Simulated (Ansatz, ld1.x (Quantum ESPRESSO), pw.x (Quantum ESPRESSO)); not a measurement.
Ba: does the TM potential hold in the solid?

ld1.x (Quantum ESPRESSO) 7.5 input, shortened:

```
&input
   title='Ba', zed=56., rel=1, dft='PBE', iswitch=3,
   config='[Xe] 5d0 6s2 6p0'
 /
 &inputp
   pseudotype=2, tm=.true., lloc=-1, rcloc=2.40,
   nlcc=.true., new_core_ps=.true.
 /
3
6S  1  0   2.00   0.00  3.00  3.00  0.0
6P  2  1   0.00   0.00  3.65  3.65  0.0
5D  3  2   0.00   0.00  3.50  3.50  0.0
 &test
   configts(1)='5d0 6s2 6p0'
 /
```

Crystal test: diamond Ba in pw.x 7.5, no spin, 8³ k-points, Fermi–Dirac smearing 0.01 Ry, cutoffs 50/200 Ry. The reference is all-electron LAPW (Ansatz 0.2.0) with the same functional, mesh and smearing; V0 and B0 come from Birch–Murnaghan fits to the pressures at five volumes. Errors are pseudo minus all-electron; Δ is the rms difference of the E(V) curves that follow from these fits, minima aligned, over ±6 % about the mean V0. Mesh and smearing are coarse, so the numbers serve the comparison and aren't converged zero-temperature values; the lattice is a test structure that the element need not adopt.

All-electron: a0 = 7.733 Å (V0 = 57.81 Å³/atom), B0 = 5.8 GPa.

How far does the potential miss the all-electron equation of state?

mean pressure error (GPa): -0.06. The pressure does not cross zero within the volumes sampled, so no fit is given. The largest radius (3.65 bohr) exceeds half the bond length (3.17 bohr), so the spheres overlap, which is one possible source of error among others. Note: ghost states, extra bound levels that the all-electron valence spectrum of the same l lacks: s at -34.5 eV, p at -11.6 eV. A true bound ghost makes a file unfit for plane-wave use.

```tsv
V (Å³/atom)	P all-electron (GPa)	P pseudo (GPa)
54.979	0.38	-0.02
56.426	0.16	-0.02
57.873	-0.01	-0.02
59.320	-0.13	-0.03
60.767	-0.22	-0.03
```

At the middle volume, how do free energy and pressure move when the wave cutoff is lowered (ecutrho kept at four times it)?

```tsv
cutoff (Ry)	shift of F (meV/atom)	shift of P (GPa)
22	+23.7	-0.24
30	+9.3	+0.00
40	+1.0	-0.03
```

The run at the middle volume (29 k-points, 19 iterations) took about 45 s on one core of a shared host (Neoverse-V1, 32 threads, 247 GiB, load 10).
